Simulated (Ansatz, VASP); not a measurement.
# Two plane-wave programs on GaN

```
Ga N
1.0
     0.00000    2.19929    2.13524
     2.13524    0.00000    2.13524
     2.13524    2.19929    0.00000
Ga N
1 1
Direct
  0.00000 0.00000 0.00000
  0.50000 0.50000 0.50000
```

Change from the starting cell: strain +0.0300 x Voigt [0, 1, 0, 0, 0, 0], atoms carried along.

Alike in both runs: task single point; functional PBEsol; k mesh 14 × 14 × 14; occupations gaussian, width 0.03 eV; no spin polarisation.

|  | VASP | Ansatz |
| --- | --- | --- |
| version | VASP 6.6.1 | Ansatz 0.2.0 |
| potentials or method | VASP PAW PBE potentials, release 64 (Ga_d, N) | scalar-relativistic, plane waves, PAW |
| plane-wave cutoff (eV) | 520 | 420 |
| valence electrons in the cell | 18 | 18 |

VASP gave:

| Quantity | Value |
| --- | --- |
| gap on the k mesh at the Fermi level (eV) | 0.04 |
| least direct gap on the mesh (eV) | 1.86 |
| pressure (GPa) | -12.4 |
| largest component of the traceless stress (GPa) | 2.14 |

What did Ansatz give for the same quantities?

gap on the k mesh at the Fermi level (eV): 0.04; least direct gap on the mesh (eV): 1.85; pressure (GPa): -12.8; largest component of the traceless stress (GPa): 2.16.

With one functional, cell and mesh, what is left measures potentials, basis and numerics.

Caveats: the PAW data sets were made with another functional, which shifts forces and pressure a little (VASP). A k mesh can miss the band edges.
